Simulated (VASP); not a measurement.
# TaC (Fm-3m) in VASP: notebook, part 2 of 2

VASP 6.6.1.

**3. Relaxation of cell and atoms, PBE, non-collinear spin, zero start, spin-orbit coupling**

This run uses another cell than the first one, of 11.24 Å³/atom, 1.023 times its volume.

File INCAR:

```
ALGO = Fast ; EDIFF = 1E-7
EDIFFG = -0.002 ; ENCUT = 520
GGA = PE ; GGA_COMPAT = False
IBRION = 2 ; ISIF = 3
ISMEAR = 0 ; KPAR = 4
LASPH = True ; LCHARG = False
LMAXMIX = 4 ; LORBIT = 11
LREAL = False ; LSORBIT = True
LWAVE = False ; MAGMOM = 0 0 0 0 0 0
NELM = 60 ; NSW = 80
PREC = Accurate ; SIGMA = 0.1
```

File KPOINTS:

```
k-points
0
Gamma
  16 16 16
```

File POSCAR:

```
TaC                                     
1.0
    0.0000000000      2.2399722610      2.2399722610
    2.2399722610      0.0000000000      2.2399722610
    2.2399722610      2.2399722610      0.0000000000
  Ta              C             
     1     1
Direct
     0.0000000000000000    0.0000000000000000    0.0000000000000000
     0.5000000000000000    0.5000000000000000    0.5000000000000000
```

Potentials or basis: VASP PAW PBE potentials, release 64 (Ta_pv, C).

Launch:

```sh
$ cat potpaw_PBE.64/Ta_pv/POTCAR potpaw_PBE.64/C/POTCAR > POTCAR
$ mpirun -np 4 vasp_ncl > vasp.out
```

OUTCAR:

```text
EDIFF = 1E-7
   EDIFFG = -0.002
   ENCUT = 520
   GGA = PE
   IBRION = 2
   ISIF = 3
   ISMEAR = 0
   LASPH = True
   LORBIT = 11
   LREAL = False
   LSORBIT = True
   NELM = 60
   NSW = 80
   PREC = Accurate

 ion  position               nearest neighbor table
   1  0.000  0.000  0.000-   2 2.24   2 2.24   2 2.24   2 2.24   2 2.24   2 2.24
   2  0.500  0.500  0.500-   1 2.24   1 2.24   1 2.24   1 2.24   1 2.24   1 2.24

  LATTYP: Found a face centered cubic cell.
 ALAT       =     4.4799445220

  Lattice vectors:

 A1 = (   0.0000000000,   2.2399722610,   2.2399722610)
 A2 = (   2.2399722610,   0.0000000000,   2.2399722610)
 A3 = (   2.2399722610,   2.2399722610,   0.0000000000)

Analysis of symmetry for initial positions (statically):
=====================================================================
 Subroutine PRICEL returns:
 Original cell was already a primitive cell.

 Routine SETGRP: Setting up the symmetry group for a
 face centered cubic supercell.

 Subroutine GETGRP returns: Found 48 space group operations
 (whereof 48 operations were pure point group operations)
 out of a pool of 48 trial point group operations.

The static configuration has the point symmetry O_h .

Analysis of symmetry for dynamics (positions and initial velocities):
=====================================================================
 Subroutine PRICEL returns:
 Original cell was already a primitive cell.

 Routine SETGRP: Setting up the symmetry group for a
 face centered cubic supercell.

 Subroutine GETGRP returns: Found 48 space group operations
 (whereof 48 operations were pure point group operations)
 out of a pool of 48 trial point group operations.

The dynamic configuration has the point symmetry O_h .

Analysis of structural, dynamic, and magnetic symmetry:
=====================================================================
 Subroutine PRICEL returns:
 Original cell was already a primitive cell.

 Routine SETGRP: Setting up the symmetry group for a
 face centered cubic supercell.

 Subroutine GETGRP returns: Found 48 space group operations
 (whereof 48 operations were pure point group operations)
 out of a pool of 48 trial point group operations.

The overall configuration has the point symmetry O_h .

 Subroutine INISYM returns: Found 48 space group operations
 (whereof 48 operations are pure point group operations),
 and found     1 'primitive' translations

----------------------------------------------------------------------------------------

                                     Primitive cell

  volume of cell :      22.4780

[... 134 lines left out ...]

 Free energy of the ion-electron system (eV)
  ---------------------------------------------------
  ext. energy  EPLUGINS =         0.00000000
  ---------------------------------------------------
  free energy    TOTEN  =       -22.86195293 eV

  energy without entropy =      -22.86017743  energy(sigma->0) =      -22.86106518

 E-fermi :   8.1901     XC(G=0): -13.1174

 val. band max:        8.1641416286   @ k =   0.4375   0.1875   0.0625
 cond. band min:       8.2094701052   @ k =   0.1250   0.0625   0.0000
 fundamental gap:      0.0453284766
 Fermi energy:         8.1901152794

 k-point     1 :       0.0000    0.0000    0.0000
  band No.  band energies     occupation
      1     -32.2905      1.00000
      2     -32.2905      1.00000
      3     -24.3844      1.00000
      4     -24.3844      1.00000
      5     -24.3844      1.00000
      6     -24.3844      1.00000
[... 589 lines left out ...]
     21       9.8280      0.00000
     22       9.8281      0.00000

 [... further k-points ...]

------------------------ aborting loop because EDIFF is reached ----------------------------------------

  FORCE on cell =-STRESS in cart. coord.  units (eV):
  Direction    XX          YY          ZZ          XY          YZ          ZX
  --------------------------------------------------------------------------------------
  -------------------------------------------------------------------------------------
  Total        0.0036553      0.0036553      0.0036553      0.0000000      0.0000000      0.0000000
  in kB        0.2605426      0.2605426      0.2605426      0.0000000      0.0000000      0.0000000
  external PRESSURE =       0.2605426 kB  Pullay stress =       0.0000000 kB

 VOLUME and BASIS-vectors are now :
 -----------------------------------------------------------------------------
  energy-cutoff  :      520.00
  volume of cell :       22.48
      direct lattice vectors                 reciprocal lattice vectors
     0.000000000  2.239972261  2.239972261    -0.223217050  0.223217050  0.223217050
     2.239972261  0.000000000  2.239972261     0.223217050 -0.223217050  0.223217050
     2.239972261  2.239972261  0.000000000     0.223217050  0.223217050 -0.223217050

 POSITION                                       TOTAL-FORCE (eV/Angst)
 -----------------------------------------------------------------------------------
      0.00000      0.00000      0.00000         0.000000     -0.000000      0.000000
      2.23997      2.23997      2.23997         0.000000      0.000000     -0.000000
 -----------------------------------------------------------------------------------
    total drift:                                0.000000     -0.000000     -0.000000

  FREE ENERGIE OF THE ION-ELECTRON SYSTEM (eV)
  ---------------------------------------------------
  free  energy   TOTEN  =       -22.8619529286 eV

  energy  without entropy=      -22.8601774334  energy(sigma->0) =      -22.86106518

 reached required accuracy - stopping structural energy minimisation

 Spin-Orbit-Coupling matrix elements

 Ion:    1  E_soc:     -1.2939083
 l=   1
     0.0000000    -0.2017274    -0.2017274
    -0.2017274     0.0000000    -0.2017274
    -0.2017274    -0.2017274     0.0000000
 l=   2
     0.0000000    -0.0030320     0.0000000    -0.0030320    -0.0108921
    -0.0030320     0.0000000    -0.0081690    -0.0030320    -0.0027230
     0.0000000    -0.0081690     0.0000000    -0.0081690     0.0000000
    -0.0030320    -0.0030320    -0.0081690     0.0000000    -0.0027230
    -0.0108921    -0.0027230     0.0000000    -0.0027230     0.0000000
 l=   3
     0.0000000     0.0000000     0.0000000     0.0000000     0.0000000     0.0000000     0.0000000
     0.0000000     0.0000000     0.0000000     0.0000000     0.0000000     0.0000000     0.0000000
     0.0000000     0.0000000     0.0000000     0.0000000     0.0000000     0.0000000     0.0000000
     0.0000000     0.0000000     0.0000000     0.0000000     0.0000000     0.0000000     0.0000000
     0.0000000     0.0000000     0.0000000     0.0000000     0.0000000     0.0000000     0.0000000
     0.0000000     0.0000000     0.0000000     0.0000000     0.0000000     0.0000000     0.0000000
     0.0000000     0.0000000     0.0000000     0.0000000     0.0000000     0.0000000     0.0000000

 Ion:    2  E_soc:     -0.0002277
 l=   1
     0.0000000    -0.0000379    -0.0000379
    -0.0000379     0.0000000    -0.0000379
    -0.0000379    -0.0000379     0.0000000
 l=   2
     0.0000000     0.0000000     0.0000000     0.0000000     0.0000000
     0.0000000     0.0000000     0.0000000     0.0000000     0.0000000
     0.0000000     0.0000000     0.0000000     0.0000000     0.0000000
     0.0000000     0.0000000     0.0000000     0.0000000     0.0000000
     0.0000000     0.0000000     0.0000000     0.0000000     0.0000000
 l=   3
     0.0000000     0.0000000     0.0000000     0.0000000     0.0000000     0.0000000     0.0000000
     0.0000000     0.0000000     0.0000000     0.0000000     0.0000000     0.0000000     0.0000000
     0.0000000     0.0000000     0.0000000     0.0000000     0.0000000     0.0000000     0.0000000
     0.0000000     0.0000000     0.0000000     0.0000000     0.0000000     0.0000000     0.0000000
     0.0000000     0.0000000     0.0000000     0.0000000     0.0000000     0.0000000     0.0000000
     0.0000000     0.0000000     0.0000000     0.0000000     0.0000000     0.0000000     0.0000000
     0.0000000     0.0000000     0.0000000     0.0000000     0.0000000     0.0000000     0.0000000

 total charge

# of ion       s       p       d       tot
------------------------------------------
    1        0.298   6.264   2.372   8.934
    2        0.863   1.572   0.000   2.435
--------------------------------------------------
tot          1.161   7.836   2.372  11.369

 magnetization (x)

# of ion       s       p       d       tot
------------------------------------------
    1        0.000  -0.000  -0.000  -0.000
    2       -0.000   0.000   0.000  -0.000
--------------------------------------------------
tot         -0.000  -0.000  -0.000  -0.000

 magnetization (y)

# of ion       s       p       d       tot
------------------------------------------
    1        0.000  -0.000   0.000   0.000
    2        0.000  -0.000   0.000  -0.000
--------------------------------------------------
tot          0.000  -0.000   0.000  -0.000

 magnetization (z)

# of ion       s       p       d       tot
------------------------------------------
    1       -0.000  -0.000  -0.000  -0.000
    2        0.000   0.000   0.000   0.000
--------------------------------------------------
tot         -0.000  -0.000  -0.000  -0.000
```

OSZICAR:

```text
N       E                     dE             d eps       ncg     rms          rms(c)
DAV:   1     0.113710706756E+03    0.11371E+03   -0.81638E+03  6380   0.140E+03
DAV:   2    -0.207232929615E+02   -0.13443E+03   -0.12915E+03  7438   0.395E+02
DAV:   3    -0.262771531633E+02   -0.55539E+01   -0.54695E+01  8324   0.726E+01
DAV:   4    -0.263598146579E+02   -0.82661E-01   -0.82318E-01  7480   0.861E+00
DAV:   5    -0.263614342773E+02   -0.16196E-02   -0.16176E-02  8294   0.991E-01    0.244E+01
RMM:   6    -0.227726753259E+02    0.35888E+01   -0.11381E+01  6698   0.229E+01    0.965E+00
RMM:   7    -0.228900527380E+02   -0.11738E+00   -0.18846E+00  6885   0.946E+00    0.516E+00
RMM:   8    -0.228741038767E+02    0.15949E-01   -0.20384E-01  6549   0.332E+00    0.961E-01
RMM:   9    -0.228605096389E+02    0.13594E-01   -0.74402E-02  6640   0.177E+00    0.323E-01
RMM:  10    -0.228628678622E+02   -0.23582E-02   -0.25512E-02  7020   0.960E-01    0.213E-01
RMM:  11    -0.228618804389E+02    0.98742E-03   -0.37956E-03  6589   0.528E-01    0.105E-01
RMM:  12    -0.228619378107E+02   -0.57372E-04   -0.70433E-04  6737   0.197E-01    0.243E-02
RMM:  13    -0.228619568167E+02   -0.19006E-04   -0.16244E-04  6839   0.838E-02    0.202E-02
RMM:  14    -0.228619510953E+02    0.57214E-05   -0.43910E-05  6679   0.466E-02    0.478E-03
RMM:  15    -0.228619526949E+02   -0.15996E-05   -0.16678E-05  6824   0.246E-02    0.348E-03
RMM:  16    -0.228619529125E+02   -0.21752E-06   -0.29333E-06  6427   0.931E-03    0.256E-03
RMM:  17    -0.228619529043E+02    0.81072E-08   -0.17310E-06  5791   0.517E-03    0.525E-04
RMM:  18    -0.228619529286E+02   -0.24208E-07   -0.62185E-07  5090   0.280E-03
   1 F= -.22861953E+02 E0= -.22861065E+02  d E =-.228620E+02  mag=    -0.0000    -0.0000    -0.0000
```

Wall time 22 s (4 MPI ranks of Intel Xeon 6975P-C (Granite Rapids), shared host); peak memory 0.27 GiB.

Results:

| Property | Result |
| --- | --- |
| Free energy | -22.8620 eV |
| Pressure after relaxing | 0.0 GPa |
| Net moment | 0.00 μB per cell |
| Valence electrons inside the program's atomic spheres | Ta 8.93; C 2.44 |

Final structure:
```cif
data_structure
_symmetry_space_group_name_H-M 'P 1'
_symmetry_Int_Tables_number 1
_cell_length_a 3.1678
_cell_length_b 3.1678
_cell_length_c 3.1678
_cell_angle_alpha 60.000
_cell_angle_beta 60.000
_cell_angle_gamma 60.000
_cell_volume 22.48
loop_
_atom_site_label
_atom_site_type_symbol
_atom_site_fract_x
_atom_site_fract_y
_atom_site_fract_z
_atom_site_occupancy
Ta1 Ta 0.00000 0.00000 0.00000 1
C1 C 0.50000 0.50000 0.50000 1
```

Moments on the atoms (μB; x, y, z):
```
Ta  0.00 0.00 0.00
C   0.00 0.00 0.00
```

Caveat: the relaxation stopped at its first step, so nothing moved.
